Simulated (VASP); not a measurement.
Input of a VASP 6.6.1 run:

File POSCAR:

```
TiO2
1.0
   -1.8921000000      1.8921000000      4.7573000000
    1.8921000000     -1.8921000000      4.7573000000
    1.8921000000      1.8921000000     -4.7573000000
Ti O
2 4
Direct
    0.0000000000      0.0000000000      0.0000000000
    0.7500000000      0.2500000000      0.5000000000
    0.2081000000      0.2081000000      0.0000000000
    0.9581000000      0.4581000000      0.5000000000
    0.5419000000      0.0419000000      0.5000000000
    0.7919000000      0.7919000000      0.0000000000
```

The input INCAR.step1:

```
PREC     = Accurate       # precision mode
ENCUT    = 520            # plane-wave cutoff, eV
EDIFF    = 1E-5           # SCF threshold, eV
ISMEAR   = 0              # smearing method
SIGMA    = 0.03           # smearing width, eV
LREAL    = False          # projectors in reciprocal space
LASPH    = True           # aspherical terms in the spheres
NELM     = 80             # most SCF steps
ALGO     = Normal         # electronic algorithm
ISIF     = 2              # what is computed and relaxed
LWAVE    = True           # write WAVECAR
LCHARG   = False          # write CHGCAR
LMAXMIX  = 4              # l up to which the mixer works
NBANDS   = 33             # bands
KPAR     = 2            
GGA      = PE             # functional
```

The input INCAR.step2:

```
PREC     = Accurate       # precision mode
ENCUT    = 520            # plane-wave cutoff, eV
EDIFF    = 1E-6           # SCF threshold, eV
ISMEAR   = 0              # smearing method
SIGMA    = 0.03           # smearing width, eV
LREAL    = False          # projectors in reciprocal space
LASPH    = True           # aspherical terms in the spheres
NELM     = 80             # most SCF steps
ALGO     = Normal         # electronic algorithm
ISIF     = 2              # what is computed and relaxed
LWAVE    = False          # write WAVECAR
LCHARG   = False          # write CHGCAR
LMAXMIX  = 4              # l up to which the mixer works
METAGGA  = MBJ            # meta-GGA
NBANDS   = 33             # bands
KPAR     = 2            
ISTART   = 1
```

The input KPOINTS:

```
regular mesh
0
Gamma
  10 10 10
```

File KPOINTS_OPT:

```
explicit points
221
Reciprocal
 0.0000000000  0.0000000000  0.0000000000 1
-0.0263157895  0.0263157895  0.0000000000 1
-0.0526315789  0.0526315789  0.0000000000 1
-0.0789473684  0.0789473684  0.0000000000 1
-0.1052631579  0.1052631579  0.0000000000 1
-0.1315789474  0.1315789474  0.0000000000 1
[... 213 lines left out ...]
-0.2500000000  0.7500000000 -0.2500000000 1
 0.0000000000  0.0000000000  0.0000000000 1
```

Potentials or basis: VASP PAW PBE potentials, release 64 (Ti_sv, O).

The run is started by

```console
$ cat potpaw_PBE.64/Ti_sv/POTCAR potpaw_PBE.64/O/POTCAR > POTCAR
$ cp INCAR.step1 INCAR
$ mpirun -np 2 vasp_std > vasp.out
$ cp INCAR.step2 INCAR
$ mpirun -np 2 vasp_std > vasp.out
```

Problem. Estimate the band gap on the k mesh.

Solution. 3.14 eV, indirect (least direct gap 3.49 eV).

Problem. What does it give for the band gap along the path?

Solution. 3.13 eV, indirect (least direct gap 3.48 eV).

Levels at the corners of the path, in eV from the valence-band top:
| point | band 22 | band 23 | band 24 | band 25 | band 26 | band 27 |
| --- | --- | --- | --- | --- | --- | --- |
| Γ | -0.81 | -0.44 | -0.44 | 3.13 | 3.75 | 4.85 |
| X | -1.83 | -0.04 | -0.04 | 4.20 | 4.20 | 4.55 |
| X | -1.83 | -0.04 | -0.04 | 4.20 | 4.20 | 4.55 |
| Y | -1.70 | -0.08 | -0.08 | 4.17 | 4.17 | 4.50 |
| Y | -1.70 | -0.08 | -0.08 | 4.17 | 4.17 | 4.50 |
| S | -0.93 | -0.88 | -0.76 | 4.13 | 4.31 | 4.34 |
| S | -0.93 | -0.88 | -0.76 | 4.13 | 4.31 | 4.34 |
| Γ | -0.81 | -0.44 | -0.44 | 3.13 | 3.75 | 4.85 |
| Γ | -0.81 | -0.44 | -0.44 | 3.13 | 3.75 | 4.85 |
| Z | -1.24 | -0.17 | -0.17 | 3.43 | 3.43 | 4.70 |
| Z | -1.24 | -0.17 | -0.17 | 3.43 | 3.43 | 4.70 |
| S1 | -0.93 | -0.88 | -0.76 | 4.13 | 4.31 | 4.34 |
| S1 | -0.93 | -0.88 | -0.76 | 4.13 | 4.31 | 4.34 |
| N | -0.91 | -0.79 | -0.70 | 4.18 | 4.28 | 4.43 |
| N | -0.91 | -0.79 | -0.70 | 4.18 | 4.28 | 4.43 |
| P | -1.49 | -0.17 | -0.17 | 4.36 | 4.36 | 4.40 |
| P | -1.49 | -0.17 | -0.17 | 4.36 | 4.36 | 4.40 |
| Y1 | -1.70 | -0.08 | -0.08 | 4.17 | 4.17 | 4.50 |
| Y1 | -1.70 | -0.08 | -0.08 | 4.17 | 4.17 | 4.50 |
| Z | -1.24 | -0.17 | -0.17 | 3.43 | 3.43 | 4.70 |
| X | -1.83 | -0.04 | -0.04 | 4.20 | 4.20 | 4.55 |
| P | -1.49 | -0.17 | -0.17 | 4.36 | 4.36 | 4.40 |
